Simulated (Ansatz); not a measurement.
## From C5H12 to CH4O4: predicting a member

On one C centre, n of the CH3 ligands are replaced by OH. The atomisation energy (no zero-point term) y in kJ/mol at CCSD(T)/CBS estimate. Shapes, held fixed at every level: PBE0-D4/def2-TZVP. Flexible molecules stand in one conformer, not always the lowest. Programs: Ansatz 0.2.0.

| molecule | n | y (kJ/mol) |
| --- | --- | --- |
| C5H12 | 0 | 6693 |
| C4H10O | 1 | 5888 |
| C2H6O3 | 3 | ? |
| CH4O4 | 4 | 3552 |

Q: Fit y = c + s·n to the known rows and predict C2H6O3.

A: 
1. Means of the 3 rows: n = 1.66667, y = 5377.7.
2. Σ(Δn)² = 8.6667, Σ(Δn·Δy) = -6792.3, so the slope is -6792.3/8.6667 = -783.72.
3. Intercept: 5377.7 − (-783.72) × 1.66667 = 6683.9. The largest residual of the fit is 12.
4. C2H6O3: 6683.9 + (-783.72) × 3 = 4333 kJ/mol.

The run gave 4321 kJ/mol, so the prediction is off by +12 kJ/mol, within the scatter of the fit. The steps per swap are -805, -784, -769 kJ/mol. The slope is the difference between a C–OH and a C–CH3 bond with the ligands’ own bonds. Other levels give for C2H6O3: wB97M-V/def2-TZVPP 4324; MP2/def2-TZVPP 4304 kJ/mol. The CBS estimate extrapolates MP2 from def2-TZVPP and def2-QZVPP and adds CCSD(T) − MP2 in the triple-zeta set, cores frozen.
